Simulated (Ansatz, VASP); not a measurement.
**One calculation of ZrC, two programs**

```
Zr C
1.0
     3.32919    0.00000    0.00000
     1.66459    2.88316    0.00000
     1.66459    0.96105    2.71827
Zr C
1 1
Direct
  0.50000 0.50000 0.50000
  0.00000 0.00000 0.00000
```

Alike in both runs: functional PBE; k mesh 7 × 7 × 7; no spin polarisation.

Ansatz relaxed the structure, and its values are those at the end. VASP's run is a single point on that final structure, the one shown.

|  | VASP | Ansatz |
| --- | --- | --- |
| version | VASP 6.6.1 | Ansatz 0.2.0 |
| potentials or method | VASP PAW PBE potentials, release 64 (Zr_sv, C) | plane waves, PAW |
| plane-wave cutoff (eV) | 520 | 630 |
| occupations | methfessel-paxton of order 1, width 0.01 eV | cold, width 0.01 eV |
| valence electrons in the cell | 16 | 16 |

```csv
,VASP,Ansatz,Ansatz less VASP
pressure (GPa),0.2,0.0,-0.25
```
